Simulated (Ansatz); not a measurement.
**Kick test of a cell of C**

The cell was found from a structure generator's guess, not taken from experiment.

The calculation used DFT PBE, scalar-relativistic, plane waves, PAW in Ansatz 0.2.0. Plane waves to 420 eV, a k mesh through Γ of 32×32×32 on the computed 2-atom cell and Gaussian smearing (0.10 eV); no spin polarisation.

The cell below (2 atoms, space group I4/mmm (No. 139)) is relaxed within its symmetry.

```
CELL_PARAMETERS angstrom
-1.18265 1.18265 2.05160
1.18265 -1.18265 2.05160
1.18265 1.18265 -2.05160
ATOMIC_POSITIONS crystal
C 0.18294 0.18294 0.00000
C 0.81706 0.81706 0.00000
```

For the test a repeat of it with 8 atoms (edges 2.65, 4.27, 4.27 Å) was strained at random (σ = 1.5 % a component), the atoms were moved at random (σ = 0.10 Å), and all was relaxed again on a coarse 8×6×6 mesh (in the run’s order of axes) with 0.20 eV smearing, with no symmetry imposed.

Problem. Is the structure stable against such a distortion?

Solution. It doesn't return. The energy falls by 1852 meV/atom on that mesh, the volume changes by -0.8 %, and the end has space group Fd-3m (No. 227) at a loose tolerance. Relaxed again on a 12×12×12 mesh with 0.02 eV smearing, the new structure lies 1853 meV/atom below the first (mesh in the axes of the run's cell; the cell below is made exact in the group named). Space group Fd-3m (No. 227), cubic, a = 3.571 Å. C is surrounded by 4 C at 1.55 Å.

```xyz
2
Lattice="0.0000 1.7857 1.7857 1.7857 0.0000 1.7857 1.7857 1.7857 0.0000" Properties=species:S:1:pos:R:3 pbc="T T T"
C     0.0000    0.0000    0.0000
C     0.8929    0.8929    0.8929
```
